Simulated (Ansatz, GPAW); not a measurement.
# furan-2,5-dithiol between two Al chains: relaxation, then transmission at several levels, part 2 of 3

Aim: the conductance of furan-2,5-dithiol between two Al chains after relaxation, and whether geometry, basis or functional moves it most.

GPAW 26.7.0 and Ansatz 0.2.0; Ansatz plane waves; relaxation of the junction with the lead ends held; PAW set soft_1 (the session's first sound run).

So far. Step 2 (Relaxation): The relaxation lowered the energy of the cell by 1.82 eV.

### Step 3. Plane waves, PBE (continued)

Valence density in the cb plane at fractional x = 0.503, with atoms of Al and S and C within 0.2 Å of it. It is the smooth field of the valence electrons, not physical close to the nuclei.

Ten steps, logarithmic in the rise over the least value, from '0' (0.0 e/Å³) to '9' (1.9 e/Å³), each cell a mean:
```
00000000000000000000000000000000000000000000
00000000000000000000000000000000000000000000
00001110000000112211000000000000000000000000
00112221110001234432100000000000000000000000
11233333211112467764210000000000000000000000
12344444322124678876321000000000000000000000
23444455433235787887532211000000011111000000
34554345544346887788655432100001122222111111
45554345555456788899887754321112334433221122
56654445555446777889999876543223444444322233
56655445555334565679998877764334444455433334
45554444555334444467887789986444543455443345
45543333455444432346666689986444543455444445
44432222344554322234455689975444444454433344
43321111233443211112334678754333344443333333
32211001112222110001123566542222222222222222
11100000011111000000012334321111111111111111
00000000000000000000001122110000000000000000
00000000000000000000000000000000000000000000
00000000000000000000000000000000000000000000
00000000000000000000000000000000000000000000
00000000000000000000000000000000000000000000
00000000000000000000000000000000000000000000
00000000000000000000000000000000000000000000
```
Columns run along c (16.0 Å, from fractional 0.29 to 0.70 of the cell), rows up along b (9.0 Å). Atoms in or near the plane, at fractional coordinates: Al at (0.33, 0.65), Al at (0.40, 0.53), S at (0.44, 0.69), C at (0.47, 0.57), Al at (0.61, 0.50).

ELF in the cb plane at fractional x = 0.503, with atoms of Al and S and C within 0.2 Å of it. It is the smooth field of the valence electrons, not physical close to the nuclei.

Ten even steps from '0' (0.00) to '9' (0.99), each cell a mean:
```
00000000001234542000000001100000000000000000
00000000012467776200000123321000000000000000
00000000024688887410001356642000000000000000
00000000135899998620003678863100000000000000
11110000146899999730014799974100000000000112
22221001257899999840026788874100000000001234
34432112467877899851137622574100100000002466
55654323578735379863258610476322310000013678
67777545789725379984368854787555421100014789
45888744799951389983158876883366433421125678
12699821499974479973316654673354346652134335
43599715279974468974614422577531256762244234
22599823379863248997666311377411477652245223
23799854689852148999998410255313798521245435
56788777888741137999999500133224787310134456
55666666777631126999998400011125664200123344
33444445565420015899997300000123542100011112
22222222333210003689985200000012221000000000
11111111111100001478763000000001110000000000
00000000000000000133320000000000000000000000
00000000000000000000000000000000000000000000
00000000000000000000000000000000000000000000
00000000000000000000000000000000000000000000
00000000000000100000000000000000000000000000
```
Columns run along c (16.0 Å, from fractional 0.21 to 0.62 of the cell), rows up along b (9.0 Å). Atoms in or near the plane, at fractional coordinates: Al at (0.22, 0.50), Al at (0.28, 0.50), Al at (0.33, 0.65), Al at (0.40, 0.53), S at (0.44, 0.69), C at (0.47, 0.57), Al at (0.61, 0.50).

T at the Fermi level is 0.00336 of 2 open channels a spin.

### Step 4. Double-zeta polarised basis

The script solves lead and junction separately, takes H and S in the orbital basis, and joins semi-infinite leads through their self-energies; the dzp basis is the working standard.

This step: GPAW LCAO, PAW setups; Landauer transmission from Green's functions with principal layers (ASE), zero bias (GPAW 26.7.0).

File run.py:

```python
import json
import numpy as np
from ase import Atoms
from ase.transport.calculators import TransportCalculator
from gpaw import GPAW, FermiDirac
from gpaw.lcao.tools import get_lcao_hamiltonian
from scipy.linalg import eigh

# The junction with lead layers at both ends, along the third cell vector
device = Atoms(
    ['Al', 'Al', 'Al', 'Al', 'Al', 'Al', 'Al', 'S', 'C', 'O', 'H', 'C', 'C', 'C', 'S', 'H', 'Al', 'Al', 'Al', 'Al', 'Al', 'Al', 'Al'],
    positions=[
        [6.99591, 4.50000, 1.20000],
        [6.99591, 4.50000, 3.60000],
        [6.99591, 4.50000, 6.00000],
        [6.99591, 4.50000, 8.40000],
        [6.99591, 4.50000, 10.80000],
        [7.01536, 5.83644, 13.01070],
        [7.03124, 4.77558, 15.44204],
        [7.04020, 6.21703, 17.17746],
        [6.84796, 5.13406, 18.54104],
        [7.81063, 5.20966, 19.52625],
        [4.99674, 3.97539, 18.33322],
        [5.88573, 4.22102, 18.90420],
        [7.44556, 4.32512, 20.51943],
        [6.27436, 3.69470, 20.17048],
        [8.55290, 4.17335, 21.86765],
        [5.76897, 2.92873, 20.74892],
        [7.21827, 4.53958, 23.64746],
        [8.29136, 4.18115, 26.04356],
        [6.99591, 4.50000, 28.25544],
        [6.99591, 4.50000, 30.65544],
        [6.99591, 4.50000, 33.05544],
        [6.99591, 4.50000, 35.45544],
        [6.99591, 4.50000, 37.85544]],
    cell=[[13.99182, 0.0, 0.0], [0.0, 9.0, 0.0], [0.0, 0.0, 39.05544]],
    pbc=True)

# One principal layer of the lead: the first 4 atoms of the device
lead = Atoms(
    ['Al', 'Al', 'Al', 'Al'],
    positions=[
        [6.99591, 4.50000, 1.20000],
        [6.99591, 4.50000, 3.60000],
        [6.99591, 4.50000, 6.00000],
        [6.99591, 4.50000, 8.40000]],
    cell=[[13.99182, 0.0, 0.0], [0.0, 9.0, 0.0], [0.0, 0.0, 9.6]],
    pbc=True)

settings = dict(mode='lcao', basis='dzp', xc='PBE', h=0.18,
                occupations=FermiDirac(0.1), maxiter=250,
                mixer=dict(beta=0.1, nmaxold=8, weight=100.0),
                convergence=dict(density=0.0001))
energies = np.arange(-2, 2 + 1e-9, 0.025)
eta = 0.0001
n1, n2 = 1, 1
# k and -k transmit alike, so half of the mesh across the current serves
mesh = [(i, j) for i in range(n1) for j in range(n2) if (i, j) <= (-i % n1, -j % n2)]
weights = np.array([1 if (i, j) == (-i % n1, -j % n2) else 2 for i, j in mesh]) / (n1 * n2)

# [... helper functions left out ...]
fermi_lead = ground_state(lead, (1, 1, 12), 'lead.txt')
fermi_device = ground_state(device, (1, 1, 2), 'device.txt')
# [... loop over the mesh left out, but for ...]
        # Shift the lead onto the potential of the device's first layer
        shift = ((H[:, 0, 0] - H0[:, 0, 0]) / S0[0, 0]).real.mean()
# [...]
kT = 8.617333e-5 * 300
bias = [0.1, 0.2, 0.5, 1.0, 1.5, 2.0]
# [... integrals and printing left out ...]
```

The run is started by

```
OMP_NUM_THREADS=1 OPENBLAS_NUM_THREADS=1 python run.py
```

It took 2.2 min on 1 thread of Arm Neoverse V2, shared host; peak memory 2.4 GiB.

Numbers from this step:

- conductance: 0.003523 G₀
- thermopower: -8.960 μV/K
- largest coupling past the next principal layer: 1.26e-15 eV
- largest misfit of the first principal layer: 0.06378 eV
- shift that aligns the lead: 0.01986 eV
- basis functions of the junction: 283
- basis functions of a principal layer: 52
- transmission at the Fermi level (one spin): 0.003568

One spin. The transmission, zone mean by energy, zero at the Fermi level:

```
energy (eV)  transmission, zone mean
     -2.000                    0.295
     -1.800                    0.486
     -1.600                    0.262
     -1.400                   0.0379
     -1.200                  6.1e-10
     -1.000                  1.1e-10
     -0.800                  1.6e-10
     -0.600                  1.1e-10
     -0.400                  2.9e-11
     -0.200                  0.00176
      0.000                  0.00357
      0.200                  0.00404
      0.400                  0.00496
      0.600                  0.00642
      0.800                  0.00754
      1.000                  0.00950
      1.200                   0.0106
      1.400                   0.0117
      1.600                   0.0144
      1.800                   0.0204
      2.000                   0.0315
```

Crossings of the lead's bands, unfolded to its shortest repeat. Open channels, zone mean against energy, zero at the Fermi level:

```
energy (eV)  open channels, zone mean
     -2.000                         1
     -1.800                         1
     -1.600                         1
     -1.400                         1
     -1.200                         0
     -1.000                         0
     -0.800                         0
     -0.600                         0
     -0.400                         0
     -0.200                         2
      0.000                         2
      0.200                         2
      0.400                         2
      0.600                         2
      0.800                         2
      1.000                         3
      1.200                         3
      1.400                         3
      1.600                         3
      1.800                         3
      2.000                         3
```

Not self-consistent under bias; the bias window is split evenly. Current through one cell, from the zero-bias transmission against bias:

```
bias (V)  current through one cell, from the zero-bias transmission (μA)
   0.100                                                          0.0272
   0.200                                                          0.0536
   0.500                                                           0.124
   1.000                                                           0.225
   1.500                                                           0.352
   2.000                                                           0.508
```

Transmission of the three most open eigenchannels against energy, zero at the Fermi level:

```
energy (eV)  channel 1  channel 2  channel 3
     -2.000      0.295          0          0
     -1.800      0.486          0          0
     -1.600      0.262          0          0
     -1.400     0.0379          0          0
     -1.200    6.1e-10          0          0
     -1.000    1.1e-10          0          0
     -0.800    1.6e-10          0          0
     -0.600    1.1e-10          0          0
     -0.400    2.4e-11    4.2e-12          0
     -0.200    0.00143     3.4e-4          0
      0.000    0.00236    0.00121          0
      0.200    0.00225    0.00178          0
      0.400    0.00288    0.00208          0
      0.600    0.00375    0.00267          0
      0.800    0.00445    0.00309    2.2e-12
      1.000    0.00528    0.00410     1.2e-4
      1.200    0.00656    0.00342     6.0e-4
      1.400    0.00795    0.00251    0.00123
      1.600     0.0104    0.00318     8.6e-4
      1.800     0.0149    0.00511     3.3e-4
      2.000     0.0235    0.00792     1.2e-4
```

At the Fermi level T is 0.00357 against 0.00336 in plane waves. Couplings past the next layer reach 1.3e-15 eV, small enough to drop; the matrix elements of the cell's first layer differ from the bulk lead's by up to 0.064 eV. That layer keeps its own values in the calculation, and only beyond it is the lead taken as perfect. The Fermi levels of lead and junction count from different zeros of potential, one for each periodic cell; with both set to zero, the small remaining shift is what aligns them. By hand: G = 0.003523 × 77.48 μS = 0.273 μS, a resistance of 3664 kΩ; at 0.1 V a linear junction would pass 0.0273 μA, and the integral over the bias window gives 0.0272 μA. Mott's formula, S = -(π²/3)(k_B²T/e) d ln T/dE, has the prefactor 7.33 μV/K·eV at 300 K; T = 0.003464 at -0.025 eV and 0.003648 at 0.025 eV give a slope of 1.03 per eV and S = -7.58 μV/K, beside -8.96 μV/K from the thermal integral, which interpolates the same grid.

### Step 5. GPAW, szp: basis = "szp(dzp)"

One radial function a shell plus polarisation makes the matrices smaller; the question is what that costs.

Changes to run.py since step 4:

```diff
@@ -49,3 +49,3 @@
 
-settings = dict(mode='lcao', basis='dzp', xc='PBE', h=0.18,
+settings = dict(mode='lcao', basis='szp(dzp)', xc='PBE', h=0.18,
                 occupations=FermiDirac(0.1), maxiter=250,
```

The job ended after 2.1 min (1 thread; peak memory 2.4 GiB).

This step gave:

```
conductance                                    : 0.002657 G₀
thermopower                                    : -12.65 μV/K
largest coupling past the next principal layer : 1.20e-15 eV
largest misfit of the first principal layer    : 0.07372 eV
shift that aligns the lead                     : 0.02599 eV
basis functions of the junction                : 197
basis functions of a principal layer           : 36
transmission at the Fermi level (one spin)     : 0.002705
```

One spin. Table of transmission, zone mean by energy, zero at the Fermi level:

```
energy (eV)  transmission, zone mean
     -2.000                    0.531
     -1.900                    0.608
     -1.800                    0.558
     -1.700                    0.405
     -1.600                    0.233
     -1.500                    0.109
     -1.400                   0.0277
     -1.300                   7.8e-9
     -1.200                   3.1e-8
     -1.100                  4.3e-10
     -1.000                  4.1e-11
     -0.900                  1.3e-11
     -0.800                  9.6e-12
     -0.700                  7.4e-11
     -0.600                  4.1e-12
     -0.500                        0
     -0.400                        0
     -0.300                   4.5e-4
     -0.200                  0.00103
     -0.100                  0.00203
      0.000                  0.00270
      0.100                  0.00297
      0.200                  0.00322
      0.300                  0.00363
      0.400                  0.00428
      0.500                  0.00515
      0.600                  0.00617
      0.700                  0.00728
      0.800                  0.00974
      0.900                   0.0117
      1.000                   0.0131
      1.100                   0.0143
      1.200                   0.0157
      1.300                   0.0173
      1.400                   0.0194
      1.500                   0.0224
      1.600                   0.0270
      1.700                   0.0340
      1.800                   0.0445
      1.900                   0.0603
      2.000                   0.0844
```

The conductance, 0.00266 G₀, lies 25 % below that of the dzp run.

### Step 6. Minimal basis

The minimal basis is the cheapest rung: no second zeta and no polarisation.

Changes to run.py since step 5:

```diff
@@ -49,3 +49,3 @@
 
-settings = dict(mode='lcao', basis='szp(dzp)', xc='PBE', h=0.18,
+settings = dict(mode='lcao', basis='sz(dzp)', xc='PBE', h=0.18,
                 occupations=FermiDirac(0.1), maxiter=250,
```

It took 89 s on 1 thread; peak memory 2.2 GiB.

This step gave:

```
conductance                                    : 0.003500 G₀
thermopower                                    : -8.491 μV/K
largest coupling past the next principal layer : 1.04e-15 eV
largest misfit of the first principal layer    : 0.09359 eV
shift that aligns the lead                     : 0.03452 eV
basis functions of the junction                : 86
basis functions of a principal layer           : 16
transmission at the Fermi level (one spin)     : 0.003575
```

The conductance, 0.00350 G₀, lies 0.6 % below that of the dzp run.

### Step 7. revPBE in the dzp basis: xc = "revPBE"

Back in the dzp basis, the functional changes from PBE to revPBE, to set the spread between functionals beside that between bases.

Changes to run.py since step 6:

```diff
@@ -49,3 +49,3 @@
 
-settings = dict(mode='lcao', basis='sz(dzp)', xc='PBE', h=0.18,
+settings = dict(mode='lcao', basis='dzp', xc='revPBE', h=0.18,
                 occupations=FermiDirac(0.1), maxiter=250,
```

Elapsed: 2.4 min, on 1 thread; peak memory 2.4 GiB.

Numbers from this step:

| Quantity | Value |
| --- | --- |
| conductance | 0.003278 G₀ |
| thermopower | -8.662 μV/K |
| largest coupling past the next principal layer | 1.62e-15 eV |
| largest misfit of the first principal layer | 0.06364 eV |
| shift that aligns the lead | 0.01723 eV |
| basis functions of the junction | 283 |
| basis functions of a principal layer | 52 |
| transmission at the Fermi level (one spin) | 0.003316 |

One spin. Transmission, zone mean against energy, zero at the Fermi level:

```
energy (eV)  transmission, zone mean
     -2.000                    0.283
     -1.800                    0.465
     -1.600                    0.251
     -1.400                   0.0354
     -1.200                  4.8e-10
     -1.000                  8.2e-11
     -0.800                  1.8e-10
     -0.600                  1.2e-10
     -0.400                  3.7e-11
     -0.200                  0.00168
      0.000                  0.00332
      0.200                  0.00378
      0.400                  0.00471
      0.600                  0.00616
      0.800                  0.00724
      1.000                  0.00808
      1.200                  0.00983
      1.400                   0.0108
      1.600                   0.0133
      1.800                   0.0187
      2.000                   0.0289
```

The conductance, 0.00328 G₀, lies 7.0 % below that of the dzp run.

(Part 2 of 3 ends here.)

[Logs are printed without paths, hosts, clocks, repeated set-up lines and the standing remarks that a program may print on its own settings, such as how far it seeks lower states.]

[Hosts, paths, dates, database ids (printed as entryN), source tags and the programs' standing remarks are cut or masked in the printed files.]
